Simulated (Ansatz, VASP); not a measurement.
# Pd: VASP beside Ansatz

```
Pd
1.0
     0.00000    1.91988    1.91988
     1.91988    0.00000    1.91988
     1.91988    1.91988    0.00000
Pd
1
Direct
  0.00000 0.00000 0.00000
```

Alike in both runs: task relaxation of cell and atoms; functional LDA; k mesh 16 × 16 × 16; occupations fermi-dirac, width 0.15 eV; no spin polarisation.

|  | VASP | Ansatz |
| --- | --- | --- |
| version | VASP 6.6.1 | Ansatz 0.2.0 |
| potentials or method | VASP PAW LDA potentials, release 64 (Pd) | scalar-relativistic, plane waves, PAW |
| plane-wave cutoff (eV) | 600 | 600 |
| valence electrons in the cell | 10 | 18 |

|  | VASP | Ansatz | Ansatz less VASP |
| --- | --- | --- | --- |
| gap on the k mesh at the Fermi level, each at its own relaxed structure (eV) | none | none | - |
| relaxed volume (Å³/atom) | 14.22 | 14.20 | -0.020 |
| relaxed cell length with the largest relative difference (Å) | 2.719 | 2.718 | -0.0013 |

A gap of «none» marks a metal or a gap that the smearing closes. The two sets of potentials don't hold the same shells in valence. Ansatz warned: «pseudo_functional_mismatch».
